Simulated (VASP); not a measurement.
# CuO (F-43m) in VASP: further runs

One crystal, CuO, is run at these levels: PBEsol+U; tasks: single point.

All numbers are computed with VASP 6.6.1; they aren't measurements. Logs are shortened: lines on timing, memory, paths and dates and some standing lists are left out, and cuts for length are marked.

## Step 1: The crystal as given

The structure is cubic, space group F-43m (No. 216). Conventional cell: a = 4.655 Å, b = 4.655 Å, c = 4.655 Å, α = 90.00°, β = 90.00°, γ = 90.00°. Cu (site symmetry -43m) is surrounded by 4 O at 2.02 Å. O (site symmetry -43m) is surrounded by 4 Cu at 2.02 Å.

Measurements of this composition are mostly on another form, of space group No. 15.

## Step 2: Single point, PBEsol+U, collinear spin, ferromagnetic start

File INCAR:

```
SYSTEM = CuO
PREC = Accurate ; ENCUT = 520
EDIFF = 1E-6 ; ISMEAR = 0
SIGMA = 0.05 ; LREAL = .False.
LASPH = .True. ; NELM = 60
ALGO = Normal ; ISIF = 2
LWAVE = .False. ; LCHARG = .False.
ISPIN = 2 ; MAGMOM = 0.6 0
LORBIT = 11 ; LMAXMIX = 4
LDAU = .True. ; LDAUTYPE = 2
LDAUL = 2 -1 ; LDAUU = 2 0
LDAUJ = 0 0 ; LDAUPRINT = 1
GGA = PS
```

File KPOINTS:

```
Automatic mesh
0
Gamma
  7 7 7
  0 0 0
```

File POSCAR:

```
CuO
1.0
    0.0000000000      2.3272527300      2.3272527300
    2.3272527300      0.0000000000      2.3272527300
    2.3272527300      2.3272527300      0.0000000000
Cu O
1 1
Direct
    0.0000000000      0.0000000000      0.0000000000
    0.2500000000      0.2500000000      0.2500000000
```

Potentials or basis: VASP PAW PBE potentials, release 64 (Cu, O).

The run is started by

```
$ cat potpaw_PBE.64/Cu/POTCAR potpaw_PBE.64/O/POTCAR > POTCAR
$ mpirun -np 1 vasp_std > vasp.out
```

OUTCAR:

```text
SYSTEM = CuO
   PREC = Accurate
   ENCUT = 520
   EDIFF = 1E-6
   ISMEAR = 0
   LREAL = .False.
   LASPH = .True.
   NELM = 60
   ISIF = 2
   ISPIN = 2
   LORBIT = 11
   GGA = PS

 ion  position               nearest neighbor table
   1  0.000  0.000  0.000-   2 2.02   2 2.02   2 2.02   2 2.02
   2  0.250  0.250  0.250-   1 2.02   1 2.02   1 2.02   1 2.02

  LATTYP: Found a face centered cubic cell.
 ALAT       =     4.6545054600

  Lattice vectors:

 A1 = (   0.0000000000,   2.3272527300,   2.3272527300)
 A2 = (   2.3272527300,   0.0000000000,   2.3272527300)
 A3 = (   2.3272527300,   2.3272527300,   0.0000000000)

Analysis of symmetry for initial positions (statically):
=====================================================================
 Subroutine PRICEL returns:
 Original cell was already a primitive cell.

 Routine SETGRP: Setting up the symmetry group for a
 face centered cubic supercell.

 Subroutine GETGRP returns: Found 24 space group operations
 (whereof 24 operations were pure point group operations)
 out of a pool of 48 trial point group operations.

The static configuration has the point symmetry T_d .

Analysis of symmetry for dynamics (positions and initial velocities):
=====================================================================
 Subroutine PRICEL returns:
 Original cell was already a primitive cell.

 Routine SETGRP: Setting up the symmetry group for a
 face centered cubic supercell.

 Subroutine GETGRP returns: Found 24 space group operations
 (whereof 24 operations were pure point group operations)
 out of a pool of 48 trial point group operations.

The dynamic configuration has the point symmetry T_d .

Analysis of structural, dynamic, and magnetic symmetry:
=====================================================================
 Subroutine PRICEL returns:
 Original cell was already a primitive cell.

 Routine SETGRP: Setting up the symmetry group for a
 face centered cubic supercell.

 Subroutine GETGRP returns: Found 24 space group operations
 (whereof 24 operations were pure point group operations)
 out of a pool of 48 trial point group operations.

The overall configuration has the point symmetry T_d .

 Subroutine INISYM returns: Found 24 space group operations
 (whereof 24 operations are pure point group operations),
 and found     1 'primitive' translations

----------------------------------------------------------------------------------------

                                     Primitive cell

  volume of cell :      25.2093

  direct lattice vectors                    reciprocal lattice vectors
     0.000000000  2.327252730  2.327252730    -0.214845596  0.214845596  0.214845596
     2.327252730  0.000000000  2.327252730     0.214845596 -0.214845596  0.214845596
     2.327252730  2.327252730  0.000000000     0.214845596  0.214845596 -0.214845596

  length of vectors
     3.291232374  3.291232374  3.291232374     0.372123488  0.372123488  0.372123488

  position of ions in fractional coordinates (direct lattice)
     0.000000000  0.000000000  0.000000000
     0.250000000  0.250000000  0.250000000

  ion indices of the primitive-cell ions
   primitive index   ion index
                 1           1
                 2           2

----------------------------------------------------------------------------------------

 KPOINTS: Automatic mesh

Automatic generation of k-mesh.
 Grid dimensions read from file:
 generate k-points for:    7    7    7

 Generating k-lattice:

[... 101 lines left out ...]
  ---------------------------------------------------
  ext. energy  EPLUGINS =         0.00000000
  ---------------------------------------------------
  free energy    TOTEN  =       -12.05520452 eV

  energy without entropy =      -12.04998091  energy(sigma->0) =      -12.05259271

atom =   1  type =  1  l = 2

 onsite density matrix

spin component  1

  0.9571  0.0000 -0.0000 -0.0000  0.0000
  0.0000  0.9571  0.0000  0.0000  0.0000
 -0.0000  0.0000  0.9672 -0.0000 -0.0000
 -0.0000  0.0000 -0.0000  0.9571  0.0000
  0.0000  0.0000 -0.0000  0.0000  0.9672

spin component  2

  0.8280 -0.0000 -0.0000  0.0000 -0.0000
 -0.0000  0.8280  0.0000 -0.0000 -0.0000
 -0.0000  0.0000  0.9426  0.0000 -0.0000
  0.0000 -0.0000  0.0000  0.8280 -0.0000
 -0.0000 -0.0000 -0.0000 -0.0000  0.9426

 occupancies and eigenvectors

  o =  0.8280  v =  0.0000  0.0000  0.0000  0.0000  0.0000  0.0000 -0.7825 -0.0000  0.6226 -0.0000      0.0000  0.0000  0.0000  0.0000  0.0000  0.0000  0.0000  0.0000  0.0000  0.0000
  o =  0.8280  v =  0.0000  0.0000  0.0000  0.0000  0.0000  1.0000  0.0000  0.0000  0.0000  0.0000      0.0000  0.0000  0.0000  0.0000  0.0000  0.0000  0.0000  0.0000  0.0000  0.0000
  o =  0.8280  v =  0.0000  0.0000  0.0000  0.0000  0.0000  0.0000  0.6226  0.0000  0.7825 -0.0000      0.0000  0.0000  0.0000  0.0000  0.0000  0.0000  0.0000  0.0000  0.0000  0.0000
  o =  0.9426  v =  0.0000  0.0000  0.0000  0.0000  0.0000  0.0000 -0.0000 -0.2193  0.0000  0.9756      0.0000  0.0000  0.0000  0.0000  0.0000  0.0000  0.0000  0.0000  0.0000  0.0000
  o =  0.9426  v =  0.0000  0.0000  0.0000  0.0000  0.0000  0.0000  0.0000 -0.9756 -0.0000 -0.2193      0.0000  0.0000  0.0000  0.0000  0.0000  0.0000  0.0000  0.0000  0.0000  0.0000
  o =  0.9571  v =  1.0000  0.0000  0.0000  0.0000  0.0000  0.0000  0.0000  0.0000  0.0000  0.0000      0.0000  0.0000  0.0000  0.0000  0.0000  0.0000  0.0000  0.0000  0.0000  0.0000
  o =  0.9571  v =  0.0000 -0.7092 -0.0000 -0.7050  0.0000  0.0000  0.0000  0.0000  0.0000  0.0000      0.0000  0.0000  0.0000  0.0000  0.0000  0.0000  0.0000  0.0000  0.0000  0.0000
  o =  0.9571  v =  0.0000 -0.7050 -0.0000  0.7092  0.0000  0.0000  0.0000  0.0000  0.0000  0.0000      0.0000  0.0000  0.0000  0.0000  0.0000  0.0000  0.0000  0.0000  0.0000  0.0000
  o =  0.9672  v =  0.0000  0.0000 -0.6810 -0.0000  0.7323  0.0000  0.0000  0.0000  0.0000  0.0000      0.0000  0.0000  0.0000  0.0000  0.0000  0.0000  0.0000  0.0000  0.0000  0.0000
  o =  0.9672  v =  0.0000  0.0000 -0.7323  0.0000 -0.6810  0.0000  0.0000  0.0000  0.0000  0.0000      0.0000  0.0000  0.0000  0.0000  0.0000  0.0000  0.0000  0.0000  0.0000  0.0000

 number of electron      16.9999985 magnetization       0.7544575

 Free energy of the ion-electron system (eV)
  ---------------------------------------------------
  ext. energy  EPLUGINS =         0.00000000
  ---------------------------------------------------
  free energy    TOTEN  =        -9.50281138 eV

  energy without entropy =       -9.50053885  energy(sigma->0) =       -9.50167512

 E-fermi :   2.6789     XC(G=0): -10.8252

 val. band max:        2.6460799383   @ k =  -0.4286   0.2857   0.1429
 cond. band min:       2.7128722349   @ k =   0.2857   0.2857   0.0000
 fundamental gap:      0.0667922967
 Fermi energy:         2.6788851218

 spin component 1

 k-point     1 :       0.0000    0.0000    0.0000
  band No.  band energies     occupation
      1     -15.5518      1.00000
      2      -2.0428      1.00000
      3      -2.0428      1.00000
      4      -2.0428      1.00000
      5       0.3094      1.00000
      6       0.3094      1.00000
      7       3.0153      0.00000
      8       3.0153      0.00000
      9       3.0153      0.00000
     10       3.6632      0.00000
     11      16.6533      0.00000
     12      16.6533      0.00000
[... 271 lines left out ...]
 k-point    20 :      -0.2857    0.4286    0.1429
  band No.  band energies     occupation
      1     -14.8865      1.00000
      2      -2.3072      1.00000
      3      -1.8012      1.00000
      4      -1.3094      1.00000
      5       0.0484      1.00000
      6       0.3458      1.00000
      7       0.6176      1.00000
      8       0.9411      1.00000
      9       1.7326      1.00000
     10      10.0769      0.00000
     11      11.6035      0.00000
     12      12.9360      0.00000
 Fermi energy:         2.6788851218

 spin component 2

 k-point     1 :       0.0000    0.0000    0.0000
  band No.  band energies     occupation
      1     -15.0855      1.00000
      2      -1.4380      1.00000
      3      -1.4380      1.00000
      4      -1.4380      1.00000
      5       0.6942      1.00000
      6       0.6942      1.00000
      7       3.7556      0.00000
      8       3.7556      0.00000
      9       3.7556      0.00000
     10       3.7865      0.00000
     11      16.7142      0.00000
     12      16.7142      0.00000
[... 271 lines left out ...]
 k-point    20 :      -0.2857    0.4286    0.1429
  band No.  band energies     occupation
      1     -14.3700      1.00000
      2      -1.9181      1.00000
      3      -1.4174      1.00000
      4      -0.7843      1.00000
      5       0.6992      1.00000
      6       0.8539      1.00000
      7       1.3039      1.00000
      8       1.5503      1.00000
      9       2.3349      1.00000
     10      10.2813      0.00000
     11      11.8494      0.00000
     12      13.1183      0.00000

------------------------ aborting loop because EDIFF is reached ----------------------------------------

  FORCE on cell =-STRESS in cart. coord.  units (eV):
  Direction    XX          YY          ZZ          XY          YZ          ZX
  --------------------------------------------------------------------------------------
  -------------------------------------------------------------------------------------
  Total       -2.3685168     -2.3685168     -2.3685168      0.0000000      0.0000000      0.0000000
  in kB     -150.5311621   -150.5311621   -150.5311621      0.0000000      0.0000000      0.0000000
  external PRESSURE =    -150.5311621 kB  Pullay stress =       0.0000000 kB

 VOLUME and BASIS-vectors are now :
 -----------------------------------------------------------------------------
  energy-cutoff  :      520.00
  volume of cell :       25.21
      direct lattice vectors                 reciprocal lattice vectors
     0.000000000  2.327252730  2.327252730    -0.214845596  0.214845596  0.214845596
     2.327252730  0.000000000  2.327252730     0.214845596 -0.214845596  0.214845596
     2.327252730  2.327252730  0.000000000     0.214845596  0.214845596 -0.214845596

 POSITION                                       TOTAL-FORCE (eV/Angst)
 -----------------------------------------------------------------------------------
      0.00000      0.00000      0.00000         0.000000     -0.000000     -0.000000
      1.16363      1.16363      1.16363         0.000000      0.000000      0.000000
 -----------------------------------------------------------------------------------
    total drift:                                0.000001      0.000001     -0.000000

  FREE ENERGIE OF THE ION-ELECTRON SYSTEM (eV)
  ---------------------------------------------------
  free  energy   TOTEN  =        -9.5028113816 eV

  energy  without entropy=       -9.5005388540  energy(sigma->0) =       -9.50167512

 total charge

# of ion       s       p       d       tot
------------------------------------------
    1        0.328   0.336   9.155   9.820
    2        1.558   3.314   0.000   4.873
--------------------------------------------------
tot          1.887   3.650   9.155  14.692

 magnetization (x)

# of ion       s       p       d       tot
------------------------------------------
    1       -0.005   0.011   0.437   0.443
    2        0.006   0.275   0.000   0.281
--------------------------------------------------
tot          0.000   0.287   0.437   0.724
```

Run time: 12 s. Hardware: 1 thread of Intel Xeon Platinum 8259CL at 2.50GHz (Skylake/Cascade Lake), shared host; peak memory 0.15 GiB.

Results:

| Quantity | Value |
| --- | --- |
| Free energy | -9.5028 eV |
| Pressure | -15.1 GPa |
| Band gap on the k mesh | none (metal or under the smearing width) |
| Net moment | 0.75 μB per cell |
| Site moments | Cu +0.44; O +0.28 μB |
| Valence electrons inside the program's atomic spheres | Cu 9.82; O 4.87 |

Eigenvalues of the final occupation matrices:
```
    site  spin  trace               eigenvalues
site 1 d     1   4.81  0.96 0.96 0.96 0.97 0.97
site 1 d     2   4.37  0.83 0.83 0.83 0.94 0.94
```

Caveat: the PAW data sets were made with another functional, which shifts forces and pressure a little; a cell with one magnetic atom can't hold antiferromagnetic order, which such compounds often take. The state reached can hang on the start; a lower one may exist.

## Step 3: Single point, PBEsol+U, collinear spin, antiferromagnetic start

This run uses another cell than the first one: it holds 4 atoms, not 2.

File INCAR:

```
SYSTEM = CuO
PREC = Accurate ; ENCUT = 520
EDIFF = 1E-7 ; ISMEAR = 0
SIGMA = 0.05 ; LREAL = .FALSE.
LASPH = .TRUE. ; NELM = 100
ALGO = Normal ; ISIF = 2
LWAVE = .FALSE. ; LCHARG = .FALSE.
ISPIN = 2 ; MAGMOM = 0.6 -0.6 0 0
LORBIT = 11 ; LMAXMIX = 4
LDAU = .TRUE. ; LDAUTYPE = 2
LDAUL = 2 -1 ; LDAUU = 2 0
LDAUJ = 0 0 ; LDAUPRINT = 1
GGA = PS
```

File KPOINTS:

```
Automatic mesh
0
G
  7 7 7
  0 0 0
```

File POSCAR:

```
CuO
1.0
    0.0000000000      2.3272527300      2.3272527300
    2.3272527300      0.0000000000      2.3272527300
    4.6545054600      4.6545054600      0.0000000000
Cu O
2 2
Direct
    0.0000000000      0.0000000000      0.0000000000
    0.0000000000      0.0000000000      0.5000000000
    0.2500000000      0.2500000000      0.1250000000
    0.2500000000      0.2500000000      0.6250000000
```

Potentials or basis: VASP PAW PBE potentials, release 64 (Cu, O).

The run is started by

```
$ cat potpaw_PBE.64/Cu/POTCAR potpaw_PBE.64/O/POTCAR > POTCAR
$ mpirun -np 1 vasp_std > vasp.out
```

Wall time 5 min (1 thread of Intel Xeon Platinum 8259CL at 2.50GHz (Skylake/Cascade Lake), shared host); peak memory 0.24 GiB.

It converged, with:

```
Free energy                                           : -18.9724 eV
Pressure                                              : -15.9 GPa
Band gap on the k mesh                                : none (metal or under the smearing width)
Net moment                                            : 0.00 μB per cell
Site moments                                          : Cu +0.09, -0.09; O +0.05, -0.05 μB
Valence electrons inside the program's atomic spheres : Cu 9.82; O 4.87
```

Levels at points of the mesh, in eV from the Fermi level:
Spin up:
| k point | band 14 | band 15 | band 16 | band 17 | band 18 | band 19 | band 20 | band 21 |
| --- | --- | --- | --- | --- | --- | --- | --- | --- |
| (0.00, 0.00, 0.00) | -0.02 | -0.02 | 0.73 | 0.74 | 0.74 | 1.07 | 6.01 | 7.74 |
Spin down:
| k point | band 15 | band 16 | band 17 | band 18 | band 19 | band 20 |
| --- | --- | --- | --- | --- | --- | --- |
| (0.00, 0.00, 0.00) | -0.02 | 0.73 | 0.74 | 0.74 | 1.07 | 6.01 |

Eigenvalues of the final occupation matrices:
| site | spin | trace | eigenvalues |
| --- | --- | --- | --- |
| site 1 d | 1 | 4.64 | 0.90 0.91 0.91 0.96 0.96 |
| site 1 d | 2 | 4.55 | 0.87 0.87 0.89 0.95 0.95 |
| site 2 d | 1 | 4.55 | 0.87 0.87 0.89 0.95 0.95 |
| site 2 d | 2 | 4.64 | 0.90 0.91 0.91 0.96 0.96 |

Caveat: the PAW data sets were made with another functional, which shifts forces and pressure a little. The state reached can hang on the start; a lower one may exist.
